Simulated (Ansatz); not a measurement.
Three rocksalt compounds, relaxed with r2SCAN in Ansatz 0.2.0. No spin polarisation and no zero-point or thermal motion.

```
compound  a (Å)
     BaO  5.544
     SrO  5.160
    LiBr  5.479
```

**What is the misfit strain of a coherent BaO film on LiBr?** ε∥ = (a_sub − a_film)/a_film = (5.479 − 5.544)/5.544 = -1.17 %: the film is in compression in the plane. The functional's errors in lattice constants, up to about 1 %, are as large as this misfit, so measured constants can give another size or sign.

**By Vegard's law, which share x of SrO in (BaO)₁₋ₓ(SrO)ₓ matches the substrate?** (1 − x) × 5.544 + x × 5.160 = 5.479 gives x = (5.479 − 5.544)/(5.160 − 5.544) = 0.169.
